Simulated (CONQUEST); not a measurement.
## HgSe under changes of volume

One of the cells (28.067 Å³/atom); the others are scaled copies at fixed shape and fractional positions:

```
Hg Se
1.0
     4.29780    0.00000    0.00000
     0.00000    4.29780    0.00000
     0.00000    0.00000    6.07800
Hg Se
2 2
Cartesian
  0.0000 0.0000 0.0000
  2.1489 2.1489 3.0390
  0.0000 2.1489 1.5195
  2.1489 0.0000 4.5585
```

* Program: CONQUEST 1.3
* Functional: LDA
* Potentials or basis: PseudoDojo NC LDA, DZP, grid of 48 × 48 × 60 points
* k mesh: 6 × 6 × 5
* Occupations: fermi-dirac, width 0.05 eV
* Spin: no spin polarisation

```tsv
volume (Å³/atom)	energy over the lowest point (meV/atom)	pressure (GPa)
26.383	30.11	5.2
26.944	14.95	3.5
27.505	?	?
28.067	0.59	0.8
28.628	0.00	-0.4
29.189	3.33	-1.5
29.751	9.98	-2.4
```

Question: What does the run at 27.505 Å³/atom give?

Answer: Energy over the lowest point 5.40 meV/atom; pressure 2.0 GPa.

Worked out: A Birch-Murnaghan fit of order 3 (a polynomial in V^(-2/3)) to the other rows has its minimum at 28.41 Å³/atom with B0 = V·E''(V) = 57 GPa and B' = 5.2. It gives 5.34 meV/atom at 27.505 Å³/atom, against the run's 5.40, and -dE/dV = 2.0 GPa, against 2.0.

Energies are extrapolated to zero smearing.

Caveats: the basis of atomic orbitals isn't converged, which shifts pressures, moduli and gaps; the real-space grid breaks the cell's symmetry a little (some runs).
